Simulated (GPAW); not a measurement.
The system is Os.

```
Os
1.0
     2.73410    0.00000    0.00000
    -1.36705    2.36780    0.00000
     0.00000    0.00000    4.31970
Os
2
Direct
  0.66667 0.33333 0.75000
  0.33333 0.66667 0.25000
```

| Property | Result |
| --- | --- |
| Program | GPAW 26.7.0 |
| Task | relaxation of cell and atoms |
| Functional | MS2 |
| Potentials or basis | GPAW PAW data sets (gpaw-data 1.2.1) |
| Cutoff | 600 eV |
| Basis | pw |
| k mesh | 8 × 8 × 5 |
| Occupations | fermi-dirac, width 0.05 eV |
| Spin | no spin polarisation |

At the start: pressure -8.1 GPa; volume 13.98 Å³/atom.

Q: How do energy, volume and symmetry change on relaxing?

A: Over 3 steps the energy falls by 6.7 meV/atom and the volume is 13.72 Å³/atom (-1.9 %); space group P6_3/mmc (No. 194, to 0.05 Å).

The path:
```csv
step,energy change (eV),largest force (eV/Å),pressure (GPa),volume (Å³)
1,0.0000,0.0000,-8.08,27.96
2,-0.0129,0.0000,-1.71,27.55
3,-0.0134,0.0000,0.05,27.44
```

Final structure:
```
Os
1.0
     2.71642    0.00000    0.00000
    -1.35821    2.35249    0.00000
     0.00000    0.00000    4.29332
Os
2
Direct
  0.66667 0.33333 0.75000
  0.33333 0.66667 0.25000
```

Caveat: later steps reuse the first step's grids; the PAW data sets were made with another functional, which shifts forces and pressure a little.
